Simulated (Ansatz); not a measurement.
# CoO: the cost of one run

Computed with Ansatz 0.2.0 (DFT PBE, scalar-relativistic, plane waves, PAW, unless a step's input says otherwise).

3 further runs of the same task are left out: 2 that didn't finish, 1 set aside as unsound or not needed.

### Step 1. The structure to begin with

It takes space group Fm-3m (No. 225, cubic). Conventional cell: a = 4.248 Å, b = 4.248 Å, c = 4.248 Å, α = 90.00°, β = 90.00°, γ = 90.00°. Co (site symmetry m-3m) is surrounded by 6 O at 2.12 Å. O (site symmetry m-3m) is surrounded by 6 Co at 2.12 Å.

Coordinates:

```cif
data_structure
_symmetry_space_group_name_H-M 'Fm-3m'
_symmetry_Int_Tables_number 225
_cell_length_a 4.2483
_cell_length_b 4.2483
_cell_length_c 4.2483
_cell_angle_alpha 90.000
_cell_angle_beta 90.000
_cell_angle_gamma 90.000
_cell_volume 76.67
loop_
_atom_site_label
_atom_site_type_symbol
_atom_site_symmetry_multiplicity
_atom_site_Wyckoff_symbol
_atom_site_fract_x
_atom_site_fract_y
_atom_site_fract_z
_atom_site_occupancy
Co1 Co 4 a 0.00000 0.00000 0.00000 1
O1 O 4 b 0.50000 0.00000 0.00000 1
```

It is the result of an earlier relaxation at this level (volume 9.58 Å³/atom; gap on the mesh: none (metal), site moments up to 2.5 μB).

### Step 2. Next: the linear chain

A free-standing chain of the crystal's atoms, periodic along c. Atoms and period relax; energies count from the bulk, -2846.0496 eV an atom.

The cell holds 1 Co, 1 O: a = 9.000 Å, b = 9.300 Å, c = 3.823 Å, α = 90.00°, β = 90.00°, γ = 90.00°.

### Step 3. Relaxing it

Pressure and volume refer to the whole cell with its vacuum; only the period along c may change.

The input, input.yaml:

```yaml
crystal:
  lattice:
    - [9.0, 0.0, 0.0]
    - [0.0, 9.3, 0.0]
    - [0.0, 0.0, 3.8234818093]
  atoms:
    - { symbol: Co, position: [0.5, 0.5, 0.0], spin: 2.74 }
    - { symbol: O, position: [0.5, 0.5, 0.5], spin: 0.5 }
basis:
  ecutwfc: 420
kpoints:
  mp_grid: { grid: [1, 1, 17] }
hamiltonian:
  xc: pbe
scf:
  occupations: { method: gaussian, width: 0.05 }
output:
  forces: true
  stress: true
  eigenvalues: true
  populations: true
  write_density: true
  write_potential: true
  elf: true
  volumetric_format: npy
magnetization:
  spin_polarized: true
relax:
  adjacent_minimum: "off"
  f_tol: 0.01
  max_steps: 45
  cell: { fix: [a, b, alpha, beta, gamma], stress_tol: 0.03 }
```

Command:

```
ansatz run input.yaml --threads 2 --pin off --max-ram 5120MiB --backend cpu --events-out ev --progress --plain --runs-dir out
```

**Question.** How long does this run take on 2 threads of Arm Neoverse V1, shared host, and how much memory does it need?

About 25 s, with a peak of 0.55 GiB.
